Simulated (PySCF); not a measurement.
# Si in PySCF: convergence with density cutoff

The system is Si.

```
CELL_PARAMETERS angstrom
0.00000 2.72185 2.72185
2.72185 0.00000 2.72185
2.72185 2.72185 0.00000
ATOMIC_POSITIONS crystal
Si 0.50000 0.50000 0.50000
Si 0.75000 0.75000 0.75000
```

```yaml
Program: PySCF 2.14.0
Task: convergence study
Functional: r2SCAN
Potentials_or_basis: DZVP-MOLOPT-SR/GTH-PBE (potentials made for PBE)
k_mesh: 6 × 6 × 6
Occupations: fermi-dirac, width 0.05 eV
Spin: no spin polarisation
```

These are the settings of the first run; the series varies density cutoff, with any setting tied to it.

Hardware: 2 threads of Intel(R) Xeon(R) Processor @ 2.50GHz (Skylake/Cascade Lake), on a shared host.

| density cutoff | energy less the tightest run, at zero smearing (meV/atom) | gap on the mesh (eV) | SCF cycles | CPU time (s) | peak memory (GiB) |
| --- | --- | --- | --- | --- | --- |
| 8 Ha | -2.95 | 0.959 | 5 | 640 | 3.9 |
| 12 Ha | 2.36 | 0.951 | 4 | 680 | 3.9 |
| 18 Ha | 2.36 | 0.951 | 4 | 730 | 3.9 |
| 25 Ha | -0.07 | 0.952 | 4 | 840 | 3.9 |
| 32 Ha | 0.14 | 0.951 | 4 | 960 | 3.9 |
| 40 Ha | 0.14 | 0.951 | 4 | 900 | 3.9 |
| 62 Ha | 0.00 | 0.952 | 4 | 1300 | 3.9 |
| 75 Ha | timed out after 740 s | - | - | - | - |

Against the tightest run, the energy stays within 1 meV/atom from 25 Ha on; the gap on the mesh stays within 0.01 eV from 8 Ha on. The tightest run that finished is the yardstick and may itself not be fully converged.

Caveat, for the tightest run too: the basis of atomic orbitals isn't converged, which shifts pressures, moduli and gaps.
